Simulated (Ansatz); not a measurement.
# Ni, dhcp: how the functional moves the structure

All rows: Ansatz, plane waves with scalar-relativistic PAW, 420 eV (500 eV for the SCAN forms), relaxed under each functional, no dispersion correction, no zero-point motion. B₀ comes from uniform scaling at fixed shape; a dash is a value not given.

```tsv
functional	V (Å³/atom)	cell	B₀ (GPa)	magnetic state	ΔE to fcc (meV/atom)
PBE	10.91	a = 2.487 Å, c = 8.144 Å (c/a = 3.274)	197	ferromagnetic, net 0.65 μB per atom	13
m-r²SCAN	10.46	a = 2.451 Å, c = 8.042 Å (c/a = 3.281)	224	ferromagnetic, net 0.62 μB per atom	16
PBEsol	10.39	a = 2.447 Å, c = 8.018 Å (c/a = 3.277)	229	ferromagnetic, net 0.63 μB per atom	12
revPBE	11.15	a = 2.506 Å, c = 8.201 Å (c/a = 3.273)	182	ferromagnetic, net 0.66 μB per atom	12
RPBE	11.24	a = 2.513 Å, c = 8.223 Å (c/a = 3.273)	177	ferromagnetic, net 0.66 μB per atom	12
```

(1) What does BLYP give?

Results:

(1) V (Å³/atom): 11.46; cell: a = 2.528 Å, c = 8.284 Å (c/a = 3.277); B₀ (GPa): 168; magnetic state: ferromagnetic, net 0.64 μB per atom; ΔE to fcc (meV/atom): 12.

m-r²SCAN is r²SCAN on the gauge-invariant kinetic-energy density; without spin polarisation the two are equal.
